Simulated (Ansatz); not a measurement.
# Pb: equation of state with RPBE+D3(BJ)

Crystal: Pb.

```
Pb
1.0
     0.00000    2.47502    2.47502
     2.47502    0.00000    2.47502
     2.47502    2.47502    0.00000
Pb
1
Direct
  0.00000 0.00000 0.00000
```

```json
{
  "Program": "Ansatz 0.2.0",
  "Task": "equation of state",
  "Functional": "RPBE",
  "Dispersion": "D3(BJ)",
  "Potentials or basis": "all-electron LAPW, relativistic spinors",
  "Basis error allowed": "0.0005 eV/atom",
  "k mesh": "7 × 7 × 7",
  "Occupations": "methfessel-paxton, width 0.01 eV",
  "Spin": "spin-orbit coupling, no magnetisation"
}
```

The equilibrium volume is outside the volumes run.

Energy against volume, from the lowest point:
| volume (Å³/atom) | energy (meV/atom) |
| --- | --- |
| 28.503 | 0.00 |
| 29.110 | 57.20 |
| 29.716 | 116.46 |
| 30.323 | 177.34 |
| 30.929 | 239.48 |
| 31.535 | 302.56 |
| 32.142 | 366.28 |

All runs of the series together: 2.6 min on 1 thread of Arm Neoverse V2, with other jobs on the host.
